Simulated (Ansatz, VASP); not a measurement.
Two plane-wave programs on C

```xyz
2
Lattice="0.0000 1.7858 1.7858 1.7858 0.0000 1.7858 1.7858 1.7858 0.0000" Properties=species:S:1:pos:R:3 pbc="T T T"
C     1.7858    1.7858    1.7858
C     2.6787    2.6787    2.6787
```

Alike in both runs: functional PBE; k mesh 8 × 8 × 8; occupations fermi-dirac, width 0.05 eV; no spin polarisation.

Ansatz relaxed the structure, and its values are those at the end. VASP's run is a single point on that final structure, the one shown.

```csv
,VASP,Ansatz
version,VASP 6.6.1,Ansatz 0.2.0
potentials or method,"VASP PAW PBE potentials, release 64 (C)","plane waves (420 eV) with PAW, scalar-relativistic"
plane-wave cutoff (eV),520,420
valence electrons in the cell,8,8
```

|  | VASP | Ansatz | Ansatz less VASP |
| --- | --- | --- | --- |
| pressure (GPa) | 0.6 | 0.0 | -0.64 |

The functional is the same, so the differences come from potentials, cutoffs and numerics.
